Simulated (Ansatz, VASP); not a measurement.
GaSb3 in VASP and in Ansatz

The input INCAR:

```
SYSTEM = GaSb3
PREC     = Accurate       ! precision mode
ENCUT    = 520            ! plane-wave cutoff, eV
EDIFF    = 1E-6           ! SCF threshold, eV
ISMEAR   = 0              ! smearing method
SIGMA    = 0.15           ! smearing width, eV
LREAL    = .FALSE.        ! projectors in reciprocal space
LASPH    = .TRUE.         ! aspherical terms in the spheres
NELM     = 100            ! most SCF steps
ALGO     = Normal         ! electronic algorithm
ISIF     = 2              ! what is computed and relaxed
LWAVE    = .FALSE.        ! write WAVECAR
LCHARG   = .FALSE.        ! write CHGCAR
GGA      = CA             ! functional
NBANDS   = 22             ! bands
```

KPOINTS

```
regular mesh
0
G
  10 10 10
  0 0 0
```

Contents of POSCAR:

```
GaSb3
1.0
    0.0000000000      3.4914773527      3.5860963890
    3.4914773527      0.0000000000      3.5860963890
    3.4914773527      3.4914773527      0.0000000000
Ga Sb
1 3
Direct
    0.0000000000      0.0000000000      0.0000000000
    0.2500000000      0.2500000000      0.2500000000
    0.7500000000      0.7500000000      0.7500000000
    0.5000000000      0.5000000000      0.5000000000
```

Input for Ansatz:

```yaml
crystal:
  lattice:
    - [0.0, 3.4914773527, 3.586096389]
    - [3.4914773527, 0.0, 3.586096389]
    - [3.4914773527, 3.4914773527, 0.0]
  atoms:
    - { symbol: Ga, position: [0.0, 0.0, 0.0] }
    - { symbol: Sb, position: [0.25, 0.25, 0.25] }
    - { symbol: Sb, position: [0.75, 0.75, 0.75] }
    - { symbol: Sb, position: [0.5, 0.5, 0.5] }
basis:
  ecutwfc: 420
kpoints:
  mp_grid: { grid: [10, 10, 10] }
hamiltonian:
  xc: lda
  pseudopotentials: { kind: paw, azcp: { folder: soft_1 } }
scf:
  occupations: { method: gaussian, width: 0.15 }
output:
  forces: true
  stress: true
  eigenvalues: true
```

Alike in both runs: task single point; functional LDA; k mesh 10 × 10 × 10; occupations gaussian, width 0.15 eV; no spin polarisation.

```csv
,VASP,Ansatz
version,VASP 6.6.1,Ansatz 0.2.0
potentials or method,"VASP PAW LDA potentials, release 64 (Ga_d, Sb)","scalar-relativistic, plane waves, PAW"
plane-wave cutoff (eV),520,420
valence electrons in the cell,28,58
```

```tsv
	VASP	Ansatz	Ansatz less VASP
gap on the k mesh at the Fermi level (eV)	none	none	-
pressure (GPa)	7.1	6.9	-0.27
largest component of the traceless stress (GPa)	1.27	1.25	-0.015
```

A gap of «none» marks a metal or a gap that the smearing closes. The two sets of potentials don't hold the same shells in valence. Ansatz warned: «pseudo_functional_mismatch».

The runs have no spin-orbit coupling, so splittings on Sb are missing.
